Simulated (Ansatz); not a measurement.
Write the native input for Ansatz 0.2.0 that does the following.

* Task: relaxation of cell and atoms
* Functional: PBEsol
* Potentials or basis: all-electron LAPW, scalar-relativistic
* Basis error allowed: 0.002 eV/atom
* k mesh: 9 × 9 × 5
* Occupations: fermi-dirac, width 0.05 eV
* Spin: no spin polarisation

CuO:

```
CELL_PARAMETERS angstrom
2.87950 0.00000 0.00000
0.03907 2.87928 0.00000
0.01750 0.01724 5.17634
ATOMIC_POSITIONS crystal
Cu 0.00000 0.50000 0.00000
Cu 0.50000 0.00000 0.50000
O 0.99842 0.00167 0.74989
O 0.00158 0.99833 0.25011
```

The cell comes from a database or a generator and needn't be the stable form of this composition.

One way to write it, as run:

input.yaml

```yaml
crystal:
  lattice:
    - [2.8795009639, 0.0, 0.0]
    - [0.039072758, 2.8792794796, 0.0]
    - [0.0174953863, 0.0172449008, 5.1763391994]
  atoms:
    - { symbol: Cu, position: [0.0, 0.5, 0.0] }
    - { symbol: Cu, position: [0.5, 0.0, 0.5] }
    - { symbol: O, position: [0.99842397, 0.00167178, 0.7498871] }
    - { symbol: O, position: [0.00157603, 0.99832822, 0.2501129] }
kpoints:
  mp_grid: { grid: [9, 9, 5] }
scf:
  occupations: { method: fermi_dirac, width: 0.05 }
hamiltonian:
  xc: pbesol
  pseudopotentials: { kind: all_electron, lapw: { basis_error: 0.002 } }
output:
  forces: true
  stress: true
relax:
  f_tol: 0.02
  max_steps: 60
  cell: {}
```

Potentials or basis: all-electron LAPW, scalar-relativistic.

Run with:

```bash
$ ansatz run input.yaml --threads 2 --pin off --max-ram 8192MiB --backend cpu --events-out ev --progress --plain --runs-dir out
```

It gave:

The relaxed volume is 10.67 Å³/atom. The relaxed cell is a = 2.895 Å, b = 2.895 Å, c = 5.090 Å, α = 89.96°, β = 89.96°, γ = 89.97° and the space group after relaxing (to 0.05 Å) is P4_2/mmc (No. 131). The energy gained by relaxing is 2.4 meV/atom. The ionic steps are 7 and the pressure after relaxing is 0.0 GPa.

Caveat: the run has no spin polarisation, though such a crystal can be magnetic.

It took 4.9 min on 2 threads of Arm Neoverse V2 (shared host), peak memory 1.3 GiB.
